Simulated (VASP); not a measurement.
# BN in VASP: reference runs

How does BN come out in PBE? The cell is run as given.

Everything below comes from runs of VASP 6.6.1. Logs are shortened: lines on timing, memory, paths and dates and some standing lists are left out, and cuts for length are marked.

### 1 The undisturbed slab

The cell holds a slab with vacuum, 8 atoms: a = 2.510 Å, b = 2.510 Å, c = 25.035 Å, α = 90.00°, β = 90.00°, γ = 120.00°.

### 2 Single point, PBE (the (0 0 1) slab of BN, cut from the database cell, not relaxed)

File INCAR:

```
PREC     = Accurate       # precision mode
ENCUT    = 520            # plane-wave cutoff, eV
EDIFF    = 1E-7           # SCF threshold, eV
ISMEAR   = -1             # smearing method
SIGMA    = 0.05           # smearing width, eV
LREAL    = False          # projectors in reciprocal space
LASPH    = True           # aspherical terms in the spheres
NELM     = 60             # most SCF steps
ALGO     = Normal         # electronic algorithm
ISIF     = 2              # what is computed and relaxed
LWAVE    = False          # write WAVECAR
LCHARG   = False          # write CHGCAR
LDIPOL   = True         
IDIPOL   = 3            
DIPOL    = 0.5 0.5 0.500
GGA      = PE             # functional
NBANDS   = 26             # bands
```

File KPOINTS:

```
Automatic mesh
0
Gamma
  12 12 1
```

File POSCAR:

```
BN
1.0
    2.5099983704      0.0000000000      0.0000000000
   -1.2549991852      2.1737223522      0.0000000000
    0.0000000000      0.0000000000     25.0350000000
B N
4 4
Direct
    0.0000000000      0.0000000000      0.2995805872
    0.3333333333      0.6666666666      0.4331935291
    0.0000000000      0.0000000000      0.5668064709
    0.3333333333      0.6666666666      0.7004194128
    0.6666666667      0.3333333334      0.2995805872
    0.0000000000      0.0000000000      0.4331935291
    0.6666666667      0.3333333334      0.5668064709
    0.0000000000      0.0000000000      0.7004194128
```

Potentials or basis: VASP PAW PBE potentials, release 64 (B, N).

The run is started by

```sh
$ cat potpaw_PBE.64/B/POTCAR potpaw_PBE.64/N/POTCAR > POTCAR
$ mpirun -np 1 vasp_std > vasp.out
```

OUTCAR:

```text
PREC = Accurate
   ENCUT = 520
   EDIFF = 1E-7
   ISMEAR = -1
   LREAL = False
   LASPH = True
   NELM = 60
   ISIF = 2
   GGA = PE

 ion  position               nearest neighbor table
   1  0.000  0.000  0.300-   5 1.45   5 1.45   5 1.45
   2  0.333  0.667  0.433-   6 1.45   6 1.45   6 1.45
   3  0.000  0.000  0.567-   7 1.45   7 1.45   7 1.45
   4  0.333  0.667  0.700-   8 1.45   8 1.45   8 1.45
   5  0.667  0.333  0.300-   1 1.45   1 1.45   1 1.45
   6  0.000  0.000  0.433-   2 1.45   2 1.45   2 1.45
   7  0.667  0.333  0.567-   3 1.45   3 1.45   3 1.45
   8  0.000  0.000  0.700-   4 1.45   4 1.45   4 1.45

  LATTYP: Found a hexagonal cell.
 ALAT       =     2.5099983704
 C/A-ratio  =     9.9741100613

  Lattice vectors:

 A1 = (   2.5099983704,   0.0000000000,   0.0000000000)
 A2 = (  -1.2549991852,   2.1737223522,   0.0000000000)
 A3 = (   0.0000000000,   0.0000000000,  25.0350000000)

Analysis of symmetry for initial positions (statically):
=====================================================================
 Subroutine PRICEL returns:
 Original cell was already a primitive cell.

 Routine SETGRP: Setting up the symmetry group for a
 hexagonal supercell.

 Subroutine GETGRP returns: Found  6 space group operations
 (whereof  6 operations were pure point group operations)
 out of a pool of 24 trial point group operations.

The static configuration has the point symmetry C_3v.

Analysis of symmetry for dynamics (positions and initial velocities):
=====================================================================
 Subroutine PRICEL returns:
 Original cell was already a primitive cell.

 Routine SETGRP: Setting up the symmetry group for a
 hexagonal supercell.

 Subroutine GETGRP returns: Found  6 space group operations
 (whereof  6 operations were pure point group operations)
 out of a pool of 24 trial point group operations.

The dynamic configuration has the point symmetry C_3v.

 Subroutine INISYM returns: Found  6 space group operations
 (whereof  6 operations are pure point group operations),
 and found     1 'primitive' translations

----------------------------------------------------------------------------------------

                                     Primitive cell

  volume of cell :     136.5920

  direct lattice vectors                    reciprocal lattice vectors
     2.509998370  0.000000000  0.000000000     0.398406633  0.230020177  0.000000000
    -1.254999185  2.173722352  0.000000000     0.000000000  0.460040354  0.000000000
     0.000000000  0.000000000 25.035000000     0.000000000  0.000000000  0.039944078

  length of vectors
     2.509998370  2.509998370 25.035000000     0.460040354  0.460040354  0.039944078

  position of ions in fractional coordinates (direct lattice)
     0.000000000  0.000000000  0.299580587
     0.333333333  0.666666667  0.433193529
     0.000000000  0.000000000  0.566806471
     0.333333333  0.666666667  0.700419413
     0.666666667  0.333333333  0.299580587
     0.000000000  0.000000000  0.433193529
     0.666666667  0.333333333  0.566806471
     0.000000000  0.000000000  0.700419413

  ion indices of the primitive-cell ions
   primitive index   ion index
                 1           1
                 2           2
                 3           3
                 4           4
                 5           5
                 6           6
                 7           7
                 8           8

----------------------------------------------------------------------------------------

 KPOINTS: Automatic mesh

Automatic generation of k-mesh.
 Grid dimensions read from file:
 generate k-points for:   12   12    1

 Generating k-lattice:

  Cartesian coordinates                     Fractional coordinates (reciprocal lattice)
     0.033200553  0.019168348  0.000000000     0.083333333 -0.000000000  0.000000000
     0.000000000  0.038336696  0.000000000     0.000000000  0.083333333  0.000000000
     0.000000000  0.000000000  0.039944078     0.000000000  0.000000000  1.000000000

  Length of vectors
     0.038336696  0.038336696  0.039944078

  Shift w.r.t. Gamma in fractional coordinates (k-lattice)
     0.000000000  0.000000000  0.000000000

 Subroutine IBZKPT returns following result:
 ===========================================

 Found     19 irreducible k-points:

 Following reciprocal coordinates:
            Coordinates               Weight
  0.000000  0.000000  0.000000      1.000000
  0.083333 -0.000000  0.000000      6.000000
  0.166667 -0.000000  0.000000      6.000000
  0.250000 -0.000000  0.000000      6.000000
  0.333333 -0.000000  0.000000      6.000000
  0.416667 -0.000000  0.000000      6.000000
[... 11 lines left out ...]
  0.333333  0.250000  0.000000     12.000000
  0.333333  0.333333  0.000000      2.000000
   k-points           NKPTS =     19   k-points in BZ     NKDIM =     19   number of bands    NBANDS=     26
   number of dos      NEDOS =    301   number of ions     NIONS =      8
   total plane-waves  NPLWV =  76800
   dimension x,y,z NGX =    20 NGY =   20 NGZ =  192
   dimension x,y,z NGXF=    40 NGYF=   40 NGZF=  384
   ions per type =               4   4
   NGX,Y,Z   is equivalent  to a cutoff of  13.25, 13.25, 12.75 a.u.
   NGXF,Y,Z  is equivalent  to a cutoff of  26.49, 26.49, 25.50 a.u.
 SYSTEM =  unknown system
   PREC   = accura    normal or accurate (medium, high low for compatibility)
   ISTART =      0    job   : 0-new  1-cont  2-samecut
   ICHARG =      2    charge: 1-file 2-atom 10-const
   ISPIN  =      1    spin polarized calculation?
   LNONCOLLINEAR =      F non collinear calculations
   LSORBIT =      F    spin-orbit coupling
   LASPH  =      T    aspherical Exc in radial PAW
   ENCUT  =  520.0 eV  38.22 Ry    6.18 a.u.   4.67  4.67 46.55*2*pi/ulx,y,z
   NELM   =     60;   NELMIN=  2; NELMDL= -5     # of ELM steps
   EDIFF  = 0.1E-06   stopping-criterion for ELM
   LREAL  =      F    real-space projection
   EDIFFG = 0.1E-05   stopping-criterion for IOM
   NSW    =      0    number of steps for IOM
   IBRION =     -1    ionic relax: 0-MD 1-quasi-New 2-CG
   NFREE  =      0    steps in history (QN), initial steepest desc. (CG)
   ISIF   =      2    stress and relaxation
   ISYM   =      2    0-nonsym 1-usesym 2-fastsym
   POTIM  = 0.5000    time-step for ionic-motion
   TEBEG  =    0.0;   TEEND  =   0.0 temperature during run
   PSTRESS=    0.0 pullay stress
   NELECT =      32.0000    total number of electrons
   NUPDOWN=      -1.0000    fix difference up-down
   EMIN   =  10.00;   EMAX   =-10.00  energy-range for DOS
   EFERMI =   0.00;   METHOD = LEGACY
   ISMEAR =    -1;   SIGMA  =   0.05  broadening in eV -4-tet -1-fermi 0-gaus
   EFERMI_NEDOS =   21; number of points for ismear=-14 and -15
   IALGO  =     38    algorithm
   IMIX   =      4    mixing-type and parameters
     AMIX     =   0.40;   BMIX     =  1.00
     AMIX_MAG =   1.60;   BMIX_MAG =  1.00
  volume/ion in A,a.u.               =      17.07       115.22
  Fermi-wavevector in a.u.,A,eV,Ry     =   1.009214  1.907137 13.857700  1.018512
  Thomas-Fermi vector in A             =   2.142128
   LORBIT       =      0    0 simple, 1 ext, 2 COOP (PROOUT), +10 PAW based schemes
   GGA     = PE    functional components
[... 5 lines left out ...]
 non-spin polarized calculation
  energy-cutoff  :      520.00
  volume of cell :      136.59
 maximum number of plane-waves:      3741
 NGX is ok and might be reduce to    20
   NGX =  9   NGY =  9   NGZ = 93

 number of electron      32.0000000 magnetization

 dipolmoment           0.000000      0.000000     -0.003185 electrons x Angstroem

 Free energy of the ion-electron system (eV)
  ---------------------------------------------------
  ext. energy  EPLUGINS =         0.00000000
  ---------------------------------------------------
  free energy    TOTEN  =       -70.34237524 eV

  energy without entropy =      -70.34237524  energy(sigma->0) =      -70.34237524

 E-fermi :  -0.4906     XC(G=0):  -5.6899

 val. band max:       -1.4951266496   @ k =   0.3333   0.3333   0.0000
 cond. band min:       2.8759190214   @ k =   0.5000  -0.0000   0.0000
 fundamental gap:      4.3710456710
 Fermi energy:        -0.4905817644

 k-point     1 :       0.0000    0.0000    0.0000
  band No.  band energies     occupation
      1     -19.2985      2.00000
      2     -19.2362      2.00000
      3     -19.1057      2.00000
      4     -19.0534      2.00000
      5      -7.5401      2.00000
      6      -7.0804      2.00000
[... 18 lines left out ...]
     25       9.3709      0.00000
     26       9.9437      0.00000

 k-point     2 :       0.0833   -0.0000    0.0000
  band No.  band energies     occupation
      1     -19.1639      2.00000
      2     -19.1027      2.00000
      3     -18.9731      2.00000
      4     -18.9220      2.00000
      5      -7.3555      2.00000
      6      -6.9001      2.00000
[... 18 lines left out ...]
     25       9.4693      0.00000
     26       9.8340      0.00000

 k-point     3 :       0.1667   -0.0000    0.0000
  band No.  band energies     occupation
      1     -18.7673      2.00000
      2     -18.7097      2.00000
      3     -18.5827      2.00000
      4     -18.5353      2.00000
      5      -6.8091      2.00000
      6      -6.3695      2.00000
[... 18 lines left out ...]
     25       9.3894      0.00000
     26       9.4761      0.00000

 k-point     4 :       0.2500   -0.0000    0.0000
  band No.  band energies     occupation
      1     -18.1359      2.00000
      2     -18.0845      2.00000
      3     -17.9618      2.00000
      4     -17.9208      2.00000
      5      -6.7006      2.00000
      6      -6.6845      2.00000
[... 18 lines left out ...]
     25       8.1975      0.00000
     26       8.9302      0.00000

 k-point     5 :       0.3333   -0.0000    0.0000
  band No.  band energies     occupation
      1     -17.3375      2.00000
      2     -17.2958      2.00000
      3     -17.1795      2.00000
      4     -17.1483      2.00000
      5      -8.4742      2.00000
      6      -8.4537      2.00000
[... 18 lines left out ...]
     25       8.4092      0.00000
     26       8.6476      0.00000

 k-point     6 :       0.4167   -0.0000    0.0000
  band No.  band energies     occupation
      1     -16.5471      2.00000
      2     -16.5200      2.00000
      3     -16.4134      2.00000
      4     -16.3954      2.00000
      5      -9.8945      2.00000
      6      -9.8702      2.00000
[... 282 lines left out ...]
 k-point    16 :       0.4167    0.1667    0.0000
  band No.  band energies     occupation
      1     -15.9264      2.00000
      2     -15.9112      2.00000
      3     -15.8174      2.00000
      4     -15.8034      2.00000
      5     -10.1584      2.00000
      6     -10.1356      2.00000
[... 18 lines left out ...]
     25      11.4220      0.00000
     26      11.6722      0.00000

 k-point    17 :       0.2500    0.2500    0.0000
  band No.  band energies     occupation
      1     -16.3028      2.00000
      2     -16.2766      2.00000
      3     -16.1705      2.00000
      4     -16.1531      2.00000
      5      -9.1792      2.00000
      6      -9.1667      2.00000
[... 18 lines left out ...]
     25      10.6826      0.00000
     26      11.6026      0.00000

 k-point    18 :       0.3333    0.2500    0.0000
  band No.  band energies     occupation
      1     -15.7836      2.00000
      2     -15.7684      2.00000
      3     -15.6741      2.00000
      4     -15.6603      2.00000
      5      -9.6986      2.00000
      6      -9.6811      2.00000
[... 18 lines left out ...]
     25      11.3791      0.00000
     26      11.7590      0.00000

 k-point    19 :       0.3333    0.3333    0.0000
  band No.  band energies     occupation
      1     -15.5871      2.00000
      2     -15.5743      2.00000
      3     -15.4862      2.00000
      4     -15.4705      2.00000
      5      -9.4669      2.00000
      6      -9.4559      2.00000
[... 18 lines left out ...]
     25      11.7320      0.00000
     26      11.9092      0.00000

------------------------ aborting loop because EDIFF is reached ----------------------------------------

 vacuum level on the upper side and lower side of the slab       (xc-potential included)        -0.124        -0.027

  FORCE on cell =-STRESS in cart. coord.  units (eV):
  Direction    XX          YY          ZZ          XY          YZ          ZX
  --------------------------------------------------------------------------------------
  -------------------------------------------------------------------------------------
  Total        0.4661299      0.4661299      0.8191551      0.0000000      0.0000000      0.0000000
  in kB        5.4675455      5.4675455      9.6084123      0.0000000      0.0000000      0.0000000
  external PRESSURE =       6.8478344 kB  Pullay stress =       0.0000000 kB

 VOLUME and BASIS-vectors are now :
 -----------------------------------------------------------------------------
  energy-cutoff  :      520.00
  volume of cell :      136.59
      direct lattice vectors                 reciprocal lattice vectors
     2.509998370  0.000000000  0.000000000     0.398406633  0.230020177  0.000000000
    -1.254999185  2.173722352  0.000000000     0.000000000  0.460040354  0.000000000
     0.000000000  0.000000000 25.035000000     0.000000000  0.000000000  0.039944078

 POSITION                                       TOTAL-FORCE (eV/Angst)
 -----------------------------------------------------------------------------------
      0.00000      0.00000      7.50000         0.000000     -0.000000     -0.027157
     -0.00000      1.44915     10.84500         0.000000      0.000000     -0.000211
      0.00000      0.00000     14.19000        -0.000000     -0.000000      0.000539
     -0.00000      1.44915     17.53500        -0.000000      0.000000      0.036491
      1.25500      0.72457      7.50000         0.000000      0.000000     -0.061887
      0.00000      0.00000     10.84500         0.000000      0.000000      0.000052
      1.25500      0.72457     14.19000         0.000000      0.000000      0.000117
      0.00000      0.00000     17.53500         0.000000      0.000000      0.052056
 -----------------------------------------------------------------------------------
    total drift:                               -0.000001      0.000001      0.000051

  FREE ENERGIE OF THE ION-ELECTRON SYSTEM (eV)
  ---------------------------------------------------
  free  energy   TOTEN  =       -70.3423752351 eV

  energy  without entropy=      -70.3423752350  energy(sigma->0) =      -70.34237524

 vacuum level on the upper side and lower side of the slab         4.199         4.293
```

Wall time 2.3 min (1 thread of AMD EPYC 7R43 (Zen 3), shared host); peak memory 0.21 GiB.

What came out:

* Free energy: -70.3424 eV
* Largest force: 0.062 eV/Å
* Band gap on the k mesh: 4.37 eV, indirect (least direct gap 4.47 eV)

Forces on the atoms (eV/Å):
```
B    0.000  0.000 -0.027
B    0.000  0.000  0.000
B    0.000  0.000  0.001
B    0.000  0.000  0.036
N    0.000  0.000 -0.062
N    0.000  0.000  0.000
N    0.000  0.000  0.000
N    0.000  0.000  0.052
```

Levels at points of the mesh, in eV from the valence-band top:
| k point | band 12 | band 13 | band 14 | band 15 | band 16 | band 17 | band 18 | band 19 | band 20 | band 21 |
| --- | --- | --- | --- | --- | --- | --- | --- | --- | --- | --- |
| (0.00, 0.00, 0.00) | -1.44 | -1.35 | -1.35 | -1.33 | -1.33 | 4.82 | 5.03 | 5.83 | 6.54 | 6.95 |
| (0.50, 0.00, 0.00) | -4.11 | -1.24 | -1.07 | -0.86 | -0.75 | 4.37 | 4.53 | 4.87 | 5.25 | 9.58 |
